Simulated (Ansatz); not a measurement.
A plane-wave DFT run in Ansatz 0.2.0 (scalar-relativistic PAW potentials unless the input names others): input and command.

```yaml
crystal:
  lattice:
    - [0.0, 2.741643715, 2.741643715]
    - [2.741643715, 0.0, 2.741643715]
    - [2.741643715, 2.741643715, 0.0]
  atoms:
    - { symbol: Na, position: [0.0, 0.0, 0.0] }
    - { symbol: Cl, position: [0.5, 0.5, 0.5] }
basis:
  ecutwfc: 420
kpoints:
  mp_grid: { grid: [8, 8, 8] }
hamiltonian:
  xc: lda
scf:
  max_iter: 75
output:
  forces: true
  eigenvalues: true
  stress: true
```

```bash
ansatz run input.yaml --threads 1 --pin off --max-ram 1331MiB --backend cpu --events-out ev --progress --plain --runs-dir out
```

Task: What will the program do with this input?

Result: The program refuses it, because of no occupation method (scf.occupations: {"method": "gaussian", "width": 0.02} → not typed). With the sound run's settings it is accepted.

Abridged log:
```
Error: YAML parse error: `scf.occupations.method` is required: fixed only where the cell keeps a band gap throughout the run, explicit beside scf.occupations.values (under evaluate: without them), else a smearing such as fermi_dirac (scf.occupations.width is optional; its entry in the input reference gives the default)
```